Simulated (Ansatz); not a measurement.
Here is an Ansatz 0.2.0 calculation.

The input input.yaml:

```yaml
crystal:
  lattice: { a: 5.404, b: 5.404, c: 5.404, alpha: 90.0, beta: 90.0, gamma: 90.0 }
  space_group: 216
  reduce_to_primitive: true
  atoms:
    - { symbol: Zn, wyckoff: "4c", position: [0.25, 0.25, 0.25] }
    - { symbol: S, wyckoff: "4a", position: [0.0, 0.0, 0.0] }
hamiltonian:
  xc: r2scan0
  pseudopotentials: { kind: paw, source: jth }
  dispersion: d4
kpoints:
  mp_grid: { grid: [5, 5, 5] }
scf:
  occupations: { method: fixed }
output:
  forces: true
  stress: true
  eigenvalues: true
```

Potentials or basis: JTH PAW.

Command:

```sh
$ ansatz run input.yaml --threads 1 --pin off --max-ram 2560MiB --backend cpu --events-out ev --progress --plain --runs-dir out
```

(1) Estimate the band gap on the k mesh.

(2) Predict the pressure.

Results:

(1) 4.33 eV, direct.

(2) -1.5 GPa.

Caveat: odd divisions of the mesh miss points on the zone boundary, where band edges often lie, so the gap on the mesh can be too wide; the thresholds are loose for stress.

**Experimental background.**

From “Electronic, vibrational, and thermodynamic properties of ZnS (zincblende and rocksalt structure)”, 2009, arxiv:0911.5022, for a bulk crystal of ZnS at 19 K: band gap 3.85 eV (direct).

Measured gap of ZnS: 3.85 eV (direct; 19 K; quoted in “Electronic, vibrational, and thermodynamic properties of ZnS (zincblende and rocksalt structure)”, 2009, arxiv:0911.5022). This calculation gives 4.33 eV (+0.48 eV). The value is that of r2SCAN0+D4, without temperature or zero-point motion.
